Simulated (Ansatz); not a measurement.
**Charge trapping in glassy Al2O3 (200 atoms)**

Does an extra electron or hole in glassy Al2O3 (200 atoms) stay spread out, or do the atoms trap it?

Method: Kohn-Sham DFT, PBE, PAW (set soft_1), plane waves, in Ansatz 0.2.0.

## (1) The starting structure

The cell holds 200 atoms: 80 Al and 120 O. Its edges and angles: a = 13.046 Å, b = 13.046 Å, c = 13.046 Å, α = 90.0°, β = 90.0°, γ = 90.0°. 200 atoms (80 Al, 120 O) placed at random at 3.05 g/cm³, melted at 4500 K for 20 ps at fixed volume with the Morse and Coulomb pair potential with partial charges (Pedone, Malavasi, Menziani, Cormack and Segre, J. Phys. Chem. B 110, 11780 (2006)). Quenched from 4500 K to 300 K at 20 K/ps and fixed volume, held 5 ps. The starting density is a measured one.

What the set-up can't give: The quench rate of 20 K/ps is many orders above laboratory rates, so the cell is likely richer in defects and strain than a real sample. The starting topology of bonds comes from the classical model, and needn't be the one that DFT or experiment would give. The Brillouin zone is sampled at Γ only, in a cell whose shortest periodic width is 13 Å.

## (2) Single point at the start

A single point comes first, to see the forces before anything moves.

File input.yaml:

```yaml
crystal:
  lattice:
    - [13.0461, 0.0, 0.0]
    - [0.0, 13.0461, 0.0]
    - [0.0, 0.0, 13.0461]
  atoms:
    - { symbol: Al, position: [0.15106, 0.63887, 0.5013] }
    - { symbol: Al, position: [0.39314, 0.05399, 0.30437] }
    - { symbol: Al, position: [0.7885, 0.14445, 0.74112] }
    - { symbol: Al, position: [0.4402, 0.57524, 0.72538] }
    - { symbol: Al, position: [0.92389, 0.60535, 0.44542] }
    - { symbol: Al, position: [0.09024, 0.24042, 0.37995] }
    - { symbol: Al, position: [0.39214, 0.88875, 0.49322] }
    - { symbol: Al, position: [0.94109, 0.84096, 0.73478] }
    - { symbol: Al, position: [0.23726, 0.13577, 0.95976] }
    - { symbol: Al, position: [0.21748, 0.44556, 0.41294] }
    - { symbol: Al, position: [0.62772, 0.7859, 0.19081] }
    - { symbol: Al, position: [0.52428, 0.76088, 0.55255] }
    - { symbol: Al, position: [0.27048, 0.4386, 0.64388] }
    - { symbol: Al, position: [0.93606, 0.19488, 0.98872] }
    - { symbol: Al, position: [0.44813, 0.90109, 0.12405] }
    - { symbol: Al, position: [0.87894, 0.10195, 0.17452] }
    - { symbol: Al, position: [0.67193, 0.54306, 0.78689] }
    - { symbol: Al, position: [0.51115, 0.61312, 0.09512] }
    - { symbol: Al, position: [0.81348, 0.36488, 0.85636] }
    - { symbol: Al, position: [0.34532, 0.29359, 0.23114] }
    - { symbol: Al, position: [0.82756, 0.51056, 0.25726] }
    - { symbol: Al, position: [0.47866, 0.70347, 0.32443] }
    - { symbol: Al, position: [0.85559, 0.72509, 0.24928] }
    - { symbol: Al, position: [0.48207, 0.17513, 0.56916] }
    - { symbol: Al, position: [0.09003, 0.62307, 0.72841] }
    - { symbol: Al, position: [0.85685, 0.58643, 0.05376] }
    - { symbol: Al, position: [0.73461, 0.75051, 0.64111] }
    - { symbol: Al, position: [0.15872, 0.8755, 0.45036] }
    - { symbol: Al, position: [0.836, 0.53543, 0.6682] }
    - { symbol: Al, position: [0.23205, 0.67324, 0.31181] }
    - { symbol: Al, position: [0.27265, 0.08134, 0.73005] }
    - { symbol: Al, position: [0.01078, 0.95985, 0.04552] }
    [... 162 atom lines left out ...]
    - { symbol: O, position: [0.45503, 0.29627, 0.14516] }
    - { symbol: O, position: [0.67042, 0.36148, 0.89113] }
    - { symbol: O, position: [0.63496, 0.6194, 0.88427] }
    - { symbol: O, position: [0.39713, 0.4869, 0.6265] }
    - { symbol: O, position: [0.86113, 0.26152, 0.77457] }
    - { symbol: O, position: [0.08492, 0.05415, 0.46565] }
kpoints:
  mp_grid: { grid: [1, 1, 1] }
hamiltonian:
  xc: pbe
  pseudopotentials: { kind: paw, azcp: { folder: soft_1 } }
scf:
  occupations: { method: gaussian, width: 0.05 }
output:
  forces: true
```

Started as:

```bash
$ ansatz run input.yaml --threads 8 --pin off --max-ram 15872MiB --backend cpu --events-out ev --progress --plain --runs-dir out
```

Numbers of over 12 decimals in the logs are rounded to 6 here.

What it wrote:

```text
[...]
Pseudopotentials: kind: paw
Pseudopotential: Al, paw, valence charge 3, recommended cutoff 420 eV (normal), soft_1/Al.paw.azcp
Pseudopotential: O, paw, valence charge 6, recommended cutoff 420 eV (normal), soft_1/O.paw.azcp
[...]
Crystal: 200 atoms, lattice volume = 2220.456 Å³
Basis set: ecut = 420 eV, 43507 PW (Γ), exchange–correlation on 180×180×180 points (8 copies of the dense FFT grid, shifted against one another)
Bands: 680, of which v1, the nominal top of the filled ones, is band 480 counted from 1 (479 counted from 0)
Symmetry: 1 space group operations
Space group: P1 (ITA 1), of the structure as read, at distance tolerance 1.3e-4 Å
k-points: 1
[...]
Initial density: superposition of atomic densities (chi_scale 0.1, normalization cell, long waves kept (reshape's long-wave potential 0.06 eV rms))
Initial wavefunctions: pseudopotential atomic-orbital guess
[...]
SCF iter   1: F=—  HF=-111460.289762 eV  |F-HF|=—  |Δ(HF+E_count)|=         —  Δρ=1.31e-1  dr2=3.91e2  ethr=3.10e-3  ⟨swp⟩=6.0  Hψ=2918  notcnv=0  defer=48
preconditioner: auto → Resta (q_TF=auto, 2.372 Å⁻¹)  ε∞=3.1  [insulator: Δε(μ)=4.974 eV  Ē_g=16.821 eV  σ=0.050 eV  W_gap=1.00  n_scr=484 (ndim 8)  ℏωp=24.4 eV  f_vac=0.004  D(μ)=0.00/eV (n_scr^D=0)  ε∞_Penn≈3.1]
SCF iter   2: F=—  HF=-111356.522700 eV  |F-HF|=—  |Δ(HF+E_count)|=    1.04e2  Δρ=4.62e-2  dr2=2.36e1  ethr=3.10e-3  ⟨swp⟩=3.0  Hψ=1287  notcnv=0  defer=192
SCF iter   3: F=—  HF=-111353.038945 eV  |F-HF|=—  |Δ(HF+E_count)|=    3.48e0  Δρ=2.31e-2  dr2=8.00e0  ethr=2.46e-3  ⟨swp⟩=2.0  Hψ=789  notcnv=0  defer=192
SCF iter   4: F=—  HF=-111352.714576 eV  |F-HF|=—  |Δ(HF+E_count)|=   3.24e-1  Δρ=2.12e-3  dr2=1.10e-1  ethr=8.34e-4  ⟨swp⟩=4.0  Hψ=975  notcnv=0  defer=192
SCF iter   5: F=—  HF=-111352.803286 eV  |F-HF|=—  |Δ(HF+E_count)|=   8.87e-2  Δρ=7.84e-4  dr2=1.41e-2  ethr=1.14e-5  ⟨swp⟩=2.0  Hψ=976  notcnv=0  defer=68
automatic band count: iteration 5 solves 556 bands in place of 680: the levels show a gap, and the empty bands left out lie too high to hold charge; the band table lists the bands solved (type scf.n_extra_bands for more)
SCF iter   6: F=—  HF=-111352.813650 eV  |F-HF|=—  |Δ(HF+E_count)|=   1.04e-2  Δρ=2.26e-4  dr2=1.15e-3  ethr=1.47e-6  ⟨swp⟩=2.0  Hψ=967  notcnv=0  defer=68
SCF iter   7: F=—  HF=-111352.814536 eV  |F-HF|=—  |Δ(HF+E_count)|=   8.86e-4  Δρ=7.45e-5  dr2=1.09e-4  ethr=1.20e-7  ⟨swp⟩=2.0  Hψ=961  notcnv=0  defer=68
SCF iter   8: F=—  HF=-111352.814579 eV  |F-HF|=—  |Δ(HF+E_count)|=   4.28e-5  Δρ=2.47e-5  dr2=1.17e-5  ethr=1.13e-8  ⟨swp⟩=2.0  Hψ=966  notcnv=0  defer=68
SCF iter   9: F=—  HF=-111352.815805 eV  |F-HF|=—  |Δ(HF+E_count)|=   1.23e-3  Δρ=7.84e-6  dr2=1.27e-6  ethr=1.22e-9  ⟨swp⟩=2.0  Hψ=1036  notcnv=0  defer=68
SCF iter  10: F=—  HF=-111352.815806 eV  |F-HF|=—  |Δ(HF+E_count)|=   6.41e-7  Δρ=2.14e-6  dr2=1.27e-7  ethr=1.32e-10  ⟨swp⟩=2.0  Hψ=872  notcnv=0  defer=68
SCF iter  11: F=-111352.815806 eV  HF=-111352.815806 eV  |F-HF|=1.00e-8  |Δ(HF+E_count)|=   3.55e-8  Δρ=1.04e-6  dr2=1.80e-8  ethr=1.04e-11  ⟨swp⟩=4.0  Hψ=1795  notcnv=0
SCF 1 converged in 11 iterations: F = -111352.815806 eV  dr2 = 1.80e-8
[...]
SCF converged after 11 iterations
Free energy (F): -111352.815806 eV
Harris-Foulkes:  -111352.815806 eV  (|F-HF|=1.00e-8)
Internal energy: -111352.815806 eV  (E = F + TS)
E sigma→0 (E₀):  -111352.815806 eV
Fermi energy:    6.915901 eV
--- Per-component energies (eV) ---
[...]
Σ components = -111352.815806   (vs F -111352.815806, Δ=0.00e0)
--- Forces (eV/Å), atoms counted from 1 ---
  atom   1  Al     0.00689325    -0.84061193     1.23756485
  atom   2  Al    -0.42558759     0.07097338    -0.67999269
  atom   3  Al    -1.09324264     0.09198173    -0.20364996
  atom   4  Al     1.89250318     0.30793925     0.09447547
[...]
atom 200  O      0.83682514    -0.46326490     0.97355925
  max |Σ_I F_I| component: 2.77e-5 eV/Å
```

It took 18 s on 8 threads of Intel Xeon at 2.60GHz (Ice Lake), shared host; peak memory 3.7 GiB.

The r.m.s. force at the start is 0.95 eV/Å.

## (3) Relaxation

With the cell held, the atoms are moved downhill towards a nearby minimum.

File input.yaml:

```yaml
crystal:
  lattice:
    - [13.0461, 0.0, 0.0]
    - [0.0, 13.0461, 0.0]
    - [0.0, 0.0, 13.0461]
  atoms:
    [... the 200 atom lines of step 2 ...]
kpoints:
  mp_grid: { grid: [1, 1, 1] }
hamiltonian:
  xc: pbe
  pseudopotentials: { kind: paw, azcp: { folder: soft_1 } }
scf:
  occupations: { method: gaussian, width: 0.05 }
output:
  forces: true
relax:
  f_tol: 0.05
  max_steps: 120
```

What it wrote:

```text
[...]
Crystal: 200 atoms, lattice volume = 2220.456 Å³
Basis set: ecut = 420 eV, 43507 PW (Γ), exchange–correlation on 180×180×180 points (8 copies of the dense FFT grid, shifted against one another)
Bands: 680, of which v1, the nominal top of the filled ones, is band 480 counted from 1 (479 counted from 0)
Symmetry: 1 space group operations
[...]
k-points: 1
[...]
SCF iter   1: F=—  HF=-111460.289763 eV  |F-HF|=—  |Δ(HF+E_count)|=         —  Δρ=1.31e-1  dr2=3.91e2  ethr=3.10e-3  ⟨swp⟩=6.0  Hψ=2918  notcnv=0  defer=48
[...]
SCF iter   8: F=-111352.815800 eV  HF=-111352.815801 eV  |F-HF|=8.66e-7  |Δ(HF+E_count)|=   5.36e-5  Δρ=2.44e-5  dr2=1.16e-5  ethr=6.51e-9  ⟨swp⟩=2.0  Hψ=2120  notcnv=0
SCF 1 converged in 8 iterations: F = -111352.815800 eV  dr2 = 1.16e-5
[...]
relax step   1: F+E_penalty+E_count = -111352.81580010 eV  Δ(F+E_penalty+E_count) = +0.000e0 eV  max|allowed force component| = 4.602e0 eV/Å  Δτ_max = 0.0000 Å  (8 SCF iters, dr2 threshold 6.25e-5 eV, accepted)
[...]
relax step   2: F+E_penalty+E_count = -111359.37619290 eV  Δ(F+E_penalty+E_count) = -6.560e0 eV  max|allowed force component| = 2.498e0 eV/Å  Δτ_max = 0.1248 Å  (6 SCF iters, dr2 threshold 1.00e-4 eV, accepted)
[...]
relax step   3: F+E_penalty+E_count = -111363.77428077 eV  Δ(F+E_penalty+E_count) = -4.398e0 eV  max|allowed force component| = 8.603e-1 eV/Å  Δτ_max = 0.2000 Å  (7 SCF iters, dr2 threshold 1.00e-4 eV, accepted)
relax step   4: F+E_penalty+E_count = -111364.62749566 eV  Δ(F+E_penalty+E_count) = -8.532e-1 eV  max|allowed force component| = 2.994e-1 eV/Å  Δτ_max = 0.2000 Å  (6 SCF iters, dr2 threshold 8.78e-5 eV, accepted)
relax step   5: F+E_penalty+E_count = -111364.87688261 eV  Δ(F+E_penalty+E_count) = -2.494e-1 eV  max|allowed force component| = 6.788e-2 eV/Å  Δτ_max = 0.2000 Å  (7 SCF iters, dr2 threshold 1.06e-5 eV, accepted)
relax step   6: F+E_penalty+E_count = -111364.93248033 eV  Δ(F+E_penalty+E_count) = -5.560e-2 eV  max|allowed force component| = 1.347e-1 eV/Å  Δτ_max = 0.2000 Å  (9 SCF iters, accepted)
relax step   7: F+E_penalty+E_count = -111364.99241630 eV  Δ(F+E_penalty+E_count) = -5.994e-2 eV  max|allowed force component| = 2.624e-1 eV/Å  Δτ_max = 0.2000 Å  (9 SCF iters, accepted)
relax step   8: F+E_penalty+E_count = -111365.05698436 eV  Δ(F+E_penalty+E_count) = -6.457e-2 eV  max|allowed force component| = 6.801e-1 eV/Å  Δτ_max = 0.1950 Å  (6 SCF iters, dr2 threshold 6.89e-5 eV, accepted)
relax step   9: F+E_penalty+E_count = -111365.19873592 eV  Δ(F+E_penalty+E_count) = -1.418e-1 eV  max|allowed force component| = 1.522e-1 eV/Å  Δτ_max = 0.2000 Å  (6 SCF iters, dr2 threshold 1.00e-4 eV, accepted)
[...]
relax step  10: F+E_penalty+E_count = -111365.22395337 eV  Δ(F+E_penalty+E_count) = -2.522e-2 eV  max|allowed force component| = 4.461e-2 eV/Å  Δτ_max = 0.1393 Å  (9 SCF iters, accepted)
SCF converged after 9 iterations
Free energy (F): -111365.223953 eV
[...]
Internal energy: -111365.223953 eV  (E = F + TS)
E sigma→0 (E₀):  -111365.223953 eV
Fermi energy:    7.009118 eV
[...]
--- Forces (eV/Å), atoms counted from 1 ---
  atom   1  Al     0.03507614    -0.01460112    -0.00081327
  atom   2  Al    -0.00327388     0.00838953     0.00122417
  atom   3  Al     0.00657924    -0.00056793    -0.00724865
  atom   4  Al    -0.01190247     0.01322619    -0.01522698
  atom   5  Al    -0.00620983    -0.00398276    -0.01451060
  atom   6  Al     0.01265316     0.00501976     0.00173274
  atom   7  Al    -0.00112177    -0.00335927    -0.01464642
  atom   8  Al     0.00866957    -0.00613307     0.00447446
  atom   9  Al    -0.00513052     0.01249487     0.00149418
  atom  10  Al     0.00271964     0.00042160     0.00165425
  atom  11  Al    -0.00491749    -0.00392868     0.00308155
  atom  12  Al    -0.00918305    -0.02460210     0.00641373
  atom  13  Al     0.00109285    -0.00305102     0.00826445
  atom  14  Al    -0.00265107     0.01095978    -0.02142001
[...]
atom 199  O     -0.01198020     0.00281816     0.00334286
  atom 200  O      0.00170922     0.00408318     0.00088194
  max |Σ_I F_I| component: 1.22e-4 eV/Å
--- Relaxed structure (10 steps of the walk, 10 accepted, 0 SCFs on fresh bases) ---
  F+E_penalty+E_count = -111365.22395337 eV   max|allowed force component| = 4.461e-2 eV/Å
  atoms:
    - { symbol: Al, position: [0.131981, 0.648038, 0.495010] }
    - { symbol: Al, position: [0.389767, 0.054115, 0.303165] }
    - { symbol: Al, position: [0.764082, 0.157009, 0.744289] }
    - { symbol: Al, position: [0.450490, 0.572721, 0.717764] }
[...]
- { symbol: O, position: [0.088731, 0.056144, 0.460202] }
```

It took 2.1 min on 8 threads; peak memory 3.7 GiB.

The relaxation converged after 10 steps, 12.4 eV below its start, with a largest force component of 0.045 eV/Å.

[end of part 1 of 4]

[Logs are printed without paths, hosts, clocks, repeated set-up lines and the standing remarks that a program may print on its own settings, such as how far it seeks lower states.]

[Hosts, paths, dates, database ids (printed as entryN), source tags and the programs' standing remarks are cut or masked in the printed files.]
